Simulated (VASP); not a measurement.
Calculation: PBE GGA, VASP's PBE PAW potentials (set 64) (plane waves; VASP).

VASP input:

**INCAR**
```
EDIFF  =  1E-6
LCHARG  =  .FALSE.
LREAL  =  .FALSE.   ! projection in real space or not
ALGO  =  Normal   ! blocked Davidson
IBRION  =  2
GGA  =  PE
ISIF  =  3   ! ions, shape and volume
ISMEAR  =  0   ! Gaussian
LASPH  =  .TRUE.
NELM  =  100   ! most electronic steps
LMAXMIX  =  4
SYSTEM  =  CsBr
EDIFFG  =  -0.01
ENCUT  =  520   ! plane-wave cut-off (eV)
PREC  =  Accurate
NSW  =  60
LWAVE  =  .FALSE.
SIGMA  =  0.05   ! width (eV)
```

File POSCAR:
```
CsBr
1
    4.2900000000     0.0000000000     0.0000000000
    0.0000000000     4.2900000000     0.0000000000
    0.0000000000     0.0000000000     4.2900000000
Cs Br
1 1
Direct
  0.0000000000   0.0000000000   0.0000000000
  0.5000000000   0.5000000000   0.5000000000
```

File KPOINTS:
```
Automatic
0
G
 6 6 6
0 0 0
```

POTCAR, in this order: Cs_sv Br (PBE.64 set). Program: vasp_std.

Output of the run:

File OSZICAR:
```
       N       E                     dE             d eps       ncg     rms          rms(c)
DAV:   1     0.949542988094E+02    0.94954E+02   -0.65238E+03   480   0.111E+03
DAV:   2     0.332997324221E+00   -0.94621E+02   -0.89060E+02   748   0.181E+02
DAV:   3    -0.621048413289E+01   -0.65435E+01   -0.65271E+01   600   0.548E+01
DAV:   4    -0.626906990860E+01   -0.58586E-01   -0.58573E-01   548   0.624E+00
DAV:   5    -0.626953820096E+01   -0.46829E-03   -0.46825E-03   600   0.544E-01    0.180E+00
DAV:   6    -0.604000050531E+01    0.22954E+00   -0.35027E-01   536   0.308E+00    0.110E+00
DAV:   7    -0.600286561513E+01    0.37135E-01   -0.18108E-01   600   0.224E+00    0.582E-01
DAV:   8    -0.600560217898E+01   -0.27366E-02   -0.11258E-02   540   0.768E-01    0.906E-02
DAV:   9    -0.600595152874E+01   -0.34935E-03   -0.20322E-03   572   0.289E-01    0.755E-02
DAV:  10    -0.600601373262E+01   -0.62204E-04   -0.13092E-04   556   0.969E-02    0.139E-02
DAV:  11    -0.600601971888E+01   -0.59863E-05   -0.34385E-05   576   0.390E-02    0.443E-03
DAV:  12    -0.600601956289E+01    0.15599E-06   -0.55422E-06   580   0.158E-02
   1 F= -.60060196E+01 E0= -.60060196E+01  d E =-.600602E+01
       N       E                     dE             d eps       ncg     rms          rms(c)
DAV:   1    -0.615015132779E+01   -0.14413E+00   -0.24650E+00   480   0.993E+00    0.163E+00
DAV:   2    -0.604506337280E+01    0.10509E+00   -0.15502E-01   496   0.232E+00    0.663E-01
DAV:   3    -0.602064640212E+01    0.24417E-01   -0.75034E-02   480   0.162E+00    0.260E-01
DAV:   4    -0.602001531646E+01    0.63109E-03   -0.25111E-03   508   0.325E-01    0.796E-02
DAV:   5    -0.601999918693E+01    0.16130E-04   -0.18684E-04   552   0.911E-02    0.424E-02
DAV:   6    -0.602000168243E+01   -0.24955E-05   -0.15007E-05   544   0.320E-02    0.983E-03
DAV:   7    -0.602000124859E+01    0.43384E-06   -0.16533E-06   488   0.722E-03
   2 F= -.60200012E+01 E0= -.60200012E+01  d E =-.139817E-01
       N       E                     dE             d eps       ncg     rms          rms(c)
DAV:   1    -0.612228396173E+01   -0.10228E+00   -0.18581E+00   480   0.860E+00    0.142E+00
DAV:   2    -0.604263571272E+01    0.79648E-01   -0.11900E-01   496   0.202E+00    0.571E-01
DAV:   3    -0.602441920121E+01    0.18217E-01   -0.55967E-02   480   0.139E+00    0.223E-01
DAV:   4    -0.602391362442E+01    0.50558E-03   -0.19605E-03   504   0.285E-01    0.682E-02
DAV:   5    -0.602390172757E+01    0.11897E-04   -0.14483E-04   520   0.787E-02    0.368E-02
DAV:   6    -0.602390285898E+01   -0.11314E-05   -0.11239E-05   548   0.278E-02    0.830E-03
DAV:   7    -0.602390253401E+01    0.32497E-06   -0.14909E-06   452   0.653E-03
   3 F= -.60239025E+01 E0= -.60239025E+01  d E =-.178830E-01
```

**OUTCAR**
```
------------------------ aborting loop because EDIFF is reached ----------------------------------------
  FORCE on cell =-STRESS in cart. coord.  units (eV):
  Direction    XX          YY          ZZ          XY          YZ          ZX
  --------------------------------------------------------------------------------------
  Total        0.0077532      0.0077532      0.0077532     -0.0000000      0.0000000     -0.0000000
  in kB        0.1467436      0.1467436      0.1467436     -0.0000000      0.0000000     -0.0000000
  external PRESSURE =       0.1467436 kB  Pullay stress =       0.0000000 kB
  volume of cell :       84.65
      direct lattice vectors                 reciprocal lattice vectors
     4.390808242 -0.000000000 -0.000000000     0.227748502  0.000000000 -0.000000000
     0.000000000  4.390808242  0.000000000     0.000000000  0.227748502 -0.000000000
     0.000000000  0.000000000  4.390808242     0.000000000 -0.000000000  0.227748502
 POSITION                                       TOTAL-FORCE (eV/Angst)
 -----------------------------------------------------------------------------------
      0.00000      0.00000      0.00000        -0.000000      0.000000      0.000000
      2.19540      2.19540      2.19540         0.000000      0.000000      0.000000
 -----------------------------------------------------------------------------------
    total drift:                                0.000000      0.000000     -0.000000
  FREE ENERGIE OF THE ION-ELECTRON SYSTEM (eV)
  ---------------------------------------------------
  free  energy   TOTEN  =        -6.0239025340 eV

  energy  without entropy=       -6.0239025340  energy(sigma->0) =       -6.02390253

 reached required accuracy - stopping structural energy minimisation
```
(Selected blocks of OUTCAR.)

CONTCAR:
```
CsBr
   1.00000000000000
     4.3908082422803725   -0.0000000000000000   -0.0000000000000000
     0.0000000000000000    4.3908082422803725    0.0000000000000000
     0.0000000000000000    0.0000000000000000    4.3908082422803725
  Cs              Br
     1     1
Direct
     0.0000000000000000    0.0000000000000000    0.0000000000000000
     0.5000000000000000    0.5000000000000000    0.5000000000000000
```

Energy and stress use the plane-wave basis of the starting cell.

The compound is CsBr in the CsCl type structure. This run relaxes it. Symmetry was kept, so distortions that lower it aren't found.
